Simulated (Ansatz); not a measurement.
**Structures of Te₂Mo: which is lowest?**

Plane-wave DFT in Ansatz with scalar-relativistic PAW potentials, cutoff 420 eV, Γ-centred meshes chosen by cell and gap, Gaussian smearing with energies taken to zero width. Every cell was relaxed (cell and atoms) in a run of its own, within the symmetry of its start. Functional: PBEsol.

Relaxed structures (starts from databases or built by putting these elements on another compound's sites):
A. P2_1/m, 12 atoms in the computed cell, a = 6.321 Å, b = 3.450 Å, c = 13.676 Å, β = 93.5°; sites (symmetry × multiplicity) Te m × 2 + m × 2 + m × 2 + m × 2, Mo m × 2 + m × 2; start: database
B. P-6m2, 3 atoms in the computed cell, a = 3.491 Å, c = 17.526 Å; sites (symmetry × multiplicity) Te 3m. × 2, Mo -6m2 × 1; start: database
C. P6_3/mmc, 6 atoms in the computed cell, a = 3.494 Å, c = 14.006 Å; sites (symmetry × multiplicity) Te 3m. × 4, Mo -6m2 × 2; start: database
D. P-3m1, 6 atoms in the computed cell, a = 3.492 Å, c = 24.101 Å; sites (symmetry × multiplicity) Mo 3m. × 2, Te 3m. × 2 + 3m. × 2; start: built

Q: Rank them by energy. Could pressure change the order?

A:
```csv
structure,group,E − E(lowest) (meV/atom),V (Å³/atom),gap on mesh (eV)
C,P6_3/mmc,0.0,24.68,0.77
D,P-3m1,13.4,42.43,1.02
A,P2_1/m,19.3,24.81,0.00
B,P-6m2,27.4,61.66,1.20
```

C is lowest, 13 meV/atom under D. The lowest is also the densest of these, so pressure wouldn't bring one of the others in at first order. Other structures may lie lower than all of these, and vibrations aren't counted.

Spin-orbit coupling is left out, which matters for the bands of heavy elements.